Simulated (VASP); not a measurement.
# Si (Fd-3m) in VASP: a series of runs, part 2 of 2

VASP 6.6.1.

### 5 Single point, PBE (grid = ENCUT=600 dk=0.35 cell=3x3x3 ISMEAR=0 SIGMA=0.05 LREAL=Auto EDIFF=1e-07)

The input, INCAR:

```
SYSTEM = Si
PREC = Accurate
ENCUT = 600
EDIFF = 1E-7
ISMEAR = 0
SIGMA = 0.05
LREAL = Auto
LASPH = .TRUE.
NELM = 120
ALGO = Fast
ISIF = 2
LWAVE = .FALSE.
LCHARG = .FALSE.
GGA = PE
NBANDS = 126
```

The input, KPOINTS:

```
Automatic mesh
0
G
  2 2 2
  0 0 0
```

The input, POSCAR:

```
Si
1.0
    0.0000000000      8.1655535595      8.1655535595
    8.1655535595      0.0000000000      8.1655535595
    8.1655535595      8.1655535595      0.0000000000
Si
54
Direct
    0.1666666667      0.1666666667      0.1666666667
    0.1666666667      0.1666666667      0.5000000000
    0.1666666667      0.1666666667      0.8333333333
    0.1666666667      0.5000000000      0.1666666667
    0.1666666667      0.5000000000      0.5000000000
    0.1666666667      0.5000000000      0.8333333333
    0.1666666667      0.8333333333      0.1666666667
    0.1666666667      0.8333333333      0.5000000000
    0.1666666667      0.8333333333      0.8333333333
    0.5000000000      0.1666666667      0.1666666667
    0.5000000000      0.1666666667      0.5000000000
    0.5000000000      0.1666666667      0.8333333333
    0.5000000000      0.5000000000      0.1666666667
    0.5000000000      0.5000000000      0.5000000000
    0.5000000000      0.5000000000      0.8333333333
    0.5000000000      0.8333333333      0.1666666667
    0.5000000000      0.8333333333      0.5000000000
    0.5000000000      0.8333333333      0.8333333333
    0.8333333333      0.1666666667      0.1666666667
    0.8333333333      0.1666666667      0.5000000000
    0.8333333333      0.1666666667      0.8333333333
    0.8333333333      0.5000000000      0.1666666667
    0.8333333333      0.5000000000      0.5000000000
    0.8333333333      0.5000000000      0.8333333333
    0.8333333333      0.8333333333      0.1666666667
    0.8333333333      0.8333333333      0.5000000000
    0.8333333333      0.8333333333      0.8333333333
    0.2500000000      0.2500000000      0.2500000000
    0.2500000000      0.2500000000      0.5833333333
    0.2500000000      0.2500000000      0.9166666667
    0.2500000000      0.5833333333      0.2500000000
    0.2500000000      0.5833333333      0.5833333333
    0.2500000000      0.5833333333      0.9166666667
    0.2500000000      0.9166666667      0.2500000000
    0.2500000000      0.9166666667      0.5833333333
    0.2500000000      0.9166666667      0.9166666667
    0.5833333333      0.2500000000      0.2500000000
    0.5833333333      0.2500000000      0.5833333333
    0.5833333333      0.2500000000      0.9166666667
    0.5833333333      0.5833333333      0.2500000000
    0.5833333333      0.5833333333      0.5833333333
    0.5833333333      0.5833333333      0.9166666667
    0.5833333333      0.9166666667      0.2500000000
    0.5833333333      0.9166666667      0.5833333333
    0.5833333333      0.9166666667      0.9166666667
    0.9166666667      0.2500000000      0.2500000000
    0.9166666667      0.2500000000      0.5833333333
    0.9166666667      0.2500000000      0.9166666667
    0.9166666667      0.5833333333      0.2500000000
    0.9166666667      0.5833333333      0.5833333333
    0.9166666667      0.5833333333      0.9166666667
    0.9166666667      0.9166666667      0.2500000000
    0.9166666667      0.9166666667      0.5833333333
    0.9166666667      0.9166666667      0.9166666667
```

Command:

```
> cat potpaw_PBE.64/Si/POTCAR > POTCAR
> mpirun -np 1 vasp_std > vasp.out
```

It took 16 min on 1 thread of AMD EPYC 9R45 (Zen 5), shared host; peak memory 1.6 GiB.

The run converged. Its results:

| Item | Value |
| --- | --- |
| Free energy | -292.2654 eV |
| Pressure | 1.3 GPa |
| Band gap on the k mesh | 0.72 eV |

Levels at points of the mesh, in eV from the valence-band top:
```csv
k point,band 106,band 107,band 108,band 109,band 110,band 111
"(0.00, 0.00, 0.00)",0.00,0.00,0.00,0.74,0.74,0.74
"(0.50, 0.00, 0.00)",-0.45,-0.45,-0.45,1.07,1.07,1.07
"(0.50, 0.50, 0.00)",-0.56,-0.56,-0.56,0.72,0.72,1.71
```

### 6 Single point, PBE (grid = ENCUT=350 dk=1.6 cell=3x3x3 ISMEAR=0 SIGMA=0.05 LREAL=Auto EDIFF=1e-06)

INCAR: that of step 5 with these lines changed.

```diff
@@ -2,4 +2,4 @@
 PREC = Accurate
-ENCUT = 600
-EDIFF = 1E-7
+ENCUT = 350
+EDIFF = 1E-6
 ISMEAR = 0
```

The input, KPOINTS:

```
Automatic mesh
0
G
  1 1 1
  0 0 0
```

POSCAR is that of step 5.

Potentials or basis: VASP PAW PBE potentials, release 64 (Si).

Command:

```
> cat potpaw_PBE.64/Si/POTCAR > POTCAR
> mpirun -np 1 vasp_std > vasp.out
```

OUTCAR:

```text
SYSTEM = Si
   PREC = Accurate
   ENCUT = 350
   EDIFF = 1E-6
   ISMEAR = 0
   LREAL = Auto
   LASPH = .TRUE.
   NELM = 120
   ISIF = 2
   GGA = PE

 Found      1 irreducible k-points:

 Following reciprocal coordinates:
            Coordinates               Weight
  0.000000  0.000000  0.000000      1.000000
   k-points           NKPTS =      1   k-points in BZ     NKDIM =      1   number of bands    NBANDS=    126
   number of dos      NEDOS =    301   number of ions     NIONS =     54
   total plane-waves  NPLWV = 343000
   dimension x,y,z NGX =    70 NGY =   70 NGZ =   70
   dimension x,y,z NGXF=   140 NGYF=  140 NGZF=  140
   ions per type =              54
[... 200 lines left out ...]
  Total       21.5048518     21.5048518     21.5048518     -0.0000000     -0.0000000     -0.0000000
  in kB       31.6417246     31.6417246     31.6417246     -0.0000000     -0.0000000     -0.0000000
  external PRESSURE =      31.6417246 kB  Pullay stress =       0.0000000 kB

 VOLUME and BASIS-vectors are now :
 -----------------------------------------------------------------------------
  energy-cutoff  :      350.00
  volume of cell :     1088.90
      direct lattice vectors                 reciprocal lattice vectors
     0.000000000  8.165553559  8.165553559    -0.061232836  0.061232836  0.061232836
     8.165553559  0.000000000  8.165553559     0.061232836 -0.061232836  0.061232836
     8.165553559  8.165553559  0.000000000     0.061232836  0.061232836 -0.061232836

 POSITION                                       TOTAL-FORCE (eV/Angst)
 -----------------------------------------------------------------------------------
      2.72185      2.72185      2.72185         0.000000      0.000000     -0.000000
      5.44370      5.44370      2.72185         0.000000      0.000000      0.000000
      8.16555      8.16555      2.72185         0.000000      0.000000      0.000000
      5.44370      2.72185      5.44370         0.000000      0.000000     -0.000000
      8.16555      5.44370      5.44370         0.000000      0.000000      0.000000
     10.88740      8.16555      5.44370         0.000000      0.000000      0.000000
[... 46 lines left out ...]
     12.24833     12.24833     14.97018        -0.000000     -0.000000     -0.000000
     14.97018     14.97018     14.97018        -0.000000     -0.000000     -0.000000
 -----------------------------------------------------------------------------------
    total drift:                                0.000001      0.000001      0.000001

  FREE ENERGIE OF THE ION-ELECTRON SYSTEM (eV)
  ---------------------------------------------------
  free  energy   TOTEN  =      -276.2699123900 eV

  energy  without entropy=     -276.2699123900  energy(sigma->0) =     -276.26991239
```

stdout:

```text
POSCAR found type information on POSCAR Si
 POSCAR found :  1 types and      54 ions
 scaLAPACK will be used
 LDA part: xc-table for (Slater+PW92), standard interpolation
 POSCAR, INCAR and KPOINTS ok, starting setup
 FFT: planning ... GRIDC
 FFT: planning ... GRID_SOFT
 FFT: planning ... GRID
 WAVECAR not read
 entering main loop
```

Run time: 1.9 min. Hardware: 1 thread of AMD EPYC 9R45 (Zen 5), shared host; peak memory 0.66 GiB.

The run converged, but some of its settings lie outside the range that counts as converged, so its numbers aren't taken as properties of the crystal.

Results:

| Property | Result |
| --- | --- |
| Free energy | -276.2699 eV |
| Pressure | 3.2 GPa |
| Band gap on the k mesh | 0.70 eV |

Caveat: the k mesh is coarse (spacing up to 0.67 Å⁻¹), so the values aren't converged; an odd mesh through Γ misses points on the zone boundary, where band edges often lie.
